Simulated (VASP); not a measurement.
Wanted: the native input for a VASP 6.6.1 run.

```yaml
Task: single point
Functional: PBE
Dispersion: D3(BJ)
Potentials_or_basis: VASP PAW PBE potentials, release 64 (F, H)
Cutoff: 520 eV
k_mesh: 1 × 1 × 1
Occupations: fermi-dirac, width 0.02 eV
Spin: no spin polarisation
Dipole_correction: no
Further_INCAR_settings: LREAL = Auto; ALGO = Normal; EDIFF = 1e-07; NBANDS = 48
```

The structure of H3F lies in POSCAR:

```
H3F
1.0
    6.7474610000      0.0000000000      0.0000000000
    0.0000000000      6.7474610000      0.0000000000
    0.0000000000      0.0000000000      6.7474610000
F H
6 18
Direct
    0.5780100100      0.4002394382      0.4088204437
    0.8557292884      0.3895094762      0.7074512917
    0.4517402916      0.5333117153      0.9501648101
    0.8434876467      0.8508682006      0.5516593575
    0.1865294220      0.5786176460      0.6776919496
    0.1612754783      0.9417171881      0.3111837178
    0.5275169430      0.4153414151      0.2707388750
    0.7634575435      0.3772678345      0.6023006283
    0.3530661385      0.4987950282      0.8542768902
    0.9511874170      0.8505717929      0.4606918069
    0.0529087904      0.5223149863      0.6764766777
    0.2827878516      0.9006350685      0.3781718783
    0.9450962369      0.6458577530      0.0334496190
    0.8382264084      0.6431456217      0.0022378788
    0.1137613096      0.4104506866      0.3523399394
    0.2068333555      0.4606177049      0.3152889657
    0.2093824625      0.2206163178      0.6799742896
    0.2039582000      0.1342282675      0.7482073627
    0.4657752005      0.9842072448      0.9921361531
    0.5677691209      0.9393755666      0.9631326509
    0.9097199673      1.1497658156      0.1148135573
    0.8571224050      1.0890763207      0.1933319807
    0.4714958708      0.8125130327      0.5157643742
    0.5036412956      0.8530171571      0.4108063759
```

The cell was built by a generator and needn't be a form met in nature.

One way to write it, as run:

INCAR

```
SYSTEM = H3F
PREC = Accurate
ENCUT = 520
EDIFF = 1E-7
ISMEAR = -1
SIGMA = 0.02
LREAL = Auto
LASPH = .True.
NELM = 60
ALGO = Normal
ISIF = 2
LWAVE = .False.
LCHARG = .False.
GGA = PE
IVDW = 12
NBANDS = 48
```

KPOINTS

```
regular mesh
0
Gamma
  1 1 1
  0 0 0
```

Potentials or basis: VASP PAW PBE potentials, release 64 (F, H).

Launch:

```bash
$ cat potpaw_PBE.64/F/POTCAR potpaw_PBE.64/H/POTCAR > POTCAR
$ mpirun -np 1 vasp_gam > vasp.out
```

It gave:

| Property | Result |
| --- | --- |
| Pressure | -1.2 GPa |
| Largest force | 2.157 eV/Å |
| Band gap on the k mesh | 7.87 eV, direct |
| Dispersion energy per atom | -0.021 eV |

It took 56 s on 1 thread of AMD EPYC 7R43 64-Core Processor (Zen 3) (shared host), peak memory 0.27 GiB.
